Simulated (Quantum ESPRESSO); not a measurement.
Zr:

```
Zr
1.0
     3.23200    0.00000    0.00000
    -1.61600    2.79899    0.00000
     0.00000    0.00000    5.14700
Zr
2
Direct
  0.66667 0.33333 0.75000
  0.33333 0.66667 0.25000
```

```yaml
Program: Quantum ESPRESSO 7.5
Task: single point
Functional: PBE
Potentials_or_basis: SSSP 1.3 efficiency PBE
Cutoff: 748 eV
Density_cutoff: 5987 eV
k_mesh: 9 × 9 × 5
Occupations: fermi-dirac, width 0.05 eV
Spin: no spin polarisation
```

On this cell: pressure 0.4 GPa; largest force under 0.003 eV/Å; band gap on the k mesh none (metal or under the smearing width).

The same run follows on a disturbed copy (atoms moved at random, drawn with an rms of 0.05 Å):

```
Zr
1.0
     3.23200    0.00000    0.00000
    -1.61600    2.79899    0.00000
     0.00000    0.00000    5.14700
Zr
2
Direct
  0.66214 0.33864 0.74918
  0.34713 0.68258 0.24458
```

**Question.** What does the disturbed cell give?

**Answer.** The energy (extrapolated to zero smearing) moves by +1.1 meV/atom; pressure 0.5 GPa; largest force 0.106 eV/Å; band gap on the k mesh none (metal or under the smearing width).

Forces in eV/Å, atoms in the order of the input:
```
Zr   0.038  0.027 -0.095
Zr  -0.038 -0.027  0.095
```

Stress tensor (GPa, compression positive):
```
-0.06 -0.29 -0.01
-0.29  0.36 -0.01
-0.01 -0.01  1.05
```
